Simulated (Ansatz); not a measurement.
All numbers below come from Ansatz, DFT PBE, scalar-relativistic, plane waves, PAW. Settings: cutoff 420 eV, Γ-centred meshes spaced at most about 0.3 Å⁻¹, and about 0.25 Å⁻¹ or finer for metals (2π included), Gaussian smearing. Spin is collinear.

All energies are static (0 K, no zero-point motion).

**Question.** Order these relaxed structures of NiO₅ by energy, lowest first, with the energy over the lowest of them.
A.
(opposed moments up to 0.6 μB)
```
CELL_PARAMETERS angstrom
-1.80112 3.53899 4.22522
1.80112 -3.53899 4.22522
1.80112 3.53899 -4.22522
ATOMIC_POSITIONS crystal
Ni 0.00000 0.00000 0.00000
O 0.00000 0.50000 0.50000
O 0.33880 0.07613 0.26267
O 0.18654 0.92387 0.26267
O 0.66120 0.92387 0.73733
O 0.81346 0.07613 0.73733
```

B.
(parallel moments up to 1.0 μB)
```
CELL_PARAMETERS angstrom
1.75329 -4.94687 0.00000
1.75329 4.94687 0.00000
0.00000 0.00000 3.97019
ATOMIC_POSITIONS crystal
Ni 0.50000 0.50000 0.00000
O 0.67616 0.32384 0.34314
O 0.32384 0.67616 0.34314
O 0.32384 0.67616 0.65686
O 0.67616 0.32384 0.65686
O 0.00000 0.00000 0.00000
```

**Answer.** B (0 meV/atom), A (127 meV/atom). Forms: B Cmmm; A Immm. Counting O atoms around Ni (those within 1.25 times the shortest such distance or 1.15 times the sum of covalent radii, 1.27 where that leaves under three; a plus sign parts nearer from farther groups): B has Ni 2+4; A has Ni 2+4. B and A both hold O–O pairs. Both come from invented guesses. The lowest form computed isn't among them: it has space group I4/mmm (No. 139), 15.0 Å³/atom and lies 5 meV/atom below the best shown.

Weakly bound directions are ill-defined at this level, which has no dispersion term (Cmmm, Immm), and this can change margins and order among such cells. In such compounds of Ni a zero gap at this level may well be an artefact, since no Hubbard U is applied. Another magnetic order may lie lower. Cells relaxed within their symmetry can be saddle points. Some candidate types were left out of the draw beforehand, so a known form may be missing.
